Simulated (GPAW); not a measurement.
Crystal: Ir.

```
Ir
1.0
     2.75138    0.00000    0.00000
    -1.37569    2.38276    0.00000
     0.00000    0.00000    4.46229
Ir
2
Cartesian
  0.0000 1.5885 1.1156
  1.3757 0.7943 3.3467
```

This isn't the form of Ir at room conditions, which is fcc.

Base run:

- Program: GPAW 26.7.0
- Functional: PBEsol
- Potentials or basis: PAW data sets generated in the run's folder for this functional
- Cutoff: 600 eV
- Basis: pw
- k mesh: 9 × 9 × 5
- Occupations: fermi-dirac, width 0.05 eV
- Spin: no spin polarisation

Its results: pressure -13.6 GPa.

Q: The run is repeated on the same cell with these changes: functional from PBEsol to LDA; potentials or basis from PAW data sets generated in the run's folder for this functional to the program's PAW data sets (release 1.2.1) made for this functional. What comes out?

A: Pressure -19.8 GPa.
